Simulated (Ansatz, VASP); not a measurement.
Rh: VASP beside Ansatz

Contents of INCAR:

```
SYSTEM = Rh
PREC = Accurate ; ENCUT = 520
EDIFF = 1E-7 ; ISMEAR = -1
SIGMA = 0.1 ; LREAL = .FALSE.
LASPH = .TRUE. ; NELM = 100
ALGO = Normal ; ISIF = 2
LWAVE = .FALSE. ; LCHARG = .TRUE.
LELF = .TRUE. ; LVHAR = .TRUE.
NBANDS = 14
```

KPOINTS

```
regular mesh
0
G
  16 16 16
  0 0 0
```

The input POSCAR:

```
Rh
1.0
   -1.5620934507      1.5620934507      1.5620934507
    1.5620934507     -1.5620934507      1.5620934507
    1.5620934507      1.5620934507     -1.5620934507
Rh
1
Direct
    0.0000000000      0.0000000000      0.0000000000
```

Input for Ansatz:

```yaml
crystal:
  lattice:
    - [-1.5620934507, 1.5620934507, 1.5620934507]
    - [1.5620934507, -1.5620934507, 1.5620934507]
    - [1.5620934507, 1.5620934507, -1.5620934507]
  atoms:
    - { symbol: Rh, position: [0.0, 0.0, 0.0] }
hamiltonian:
  xc: lda
  pseudopotentials:
    kind: paw
    azcp:
      Rh: "pseudopotentials/Rh.paw.azcp"
basis:
  ecutwfc: 420
  fft_grid_basis: typed
kpoints:
  mp_grid: { grid: [16, 16, 16], shift: [0, 0, 0] }
magnetization:
  spin_polarized: false
scf:
  occupations: { method: fermi_dirac, width: 0.1 }
  lower_state_search: "off"
output:
  stress: true
  write_density: true
  write_potential: true
  elf: true
  volumetric_format: npy
```

Alike in both runs: task single point; functional LDA; k mesh 16 × 16 × 16; occupations fermi-dirac, width 0.1 eV; no spin polarisation.

```csv
,VASP,Ansatz
version,VASP 6.6.1,Ansatz 0.2.0
potentials or method,"VASP PAW LDA potentials, release 64 (Rh_pv)","plane waves (420 eV) with PAW, scalar-relativistic"
plane-wave cutoff (eV),520,420
valence electrons in the cell,15,17
```

```tsv
	VASP	Ansatz	Ansatz less VASP
pressure (GPa)	-23.9	-24.4	-0.58
```

The two sets of potentials don't hold the same shells in valence. Ansatz warned: «pseudo_functional_mismatch».

Caveats: so large a pressure means that the cell lies far from this level's equilibrium, or that cutoff or potentials fall short (VASP).
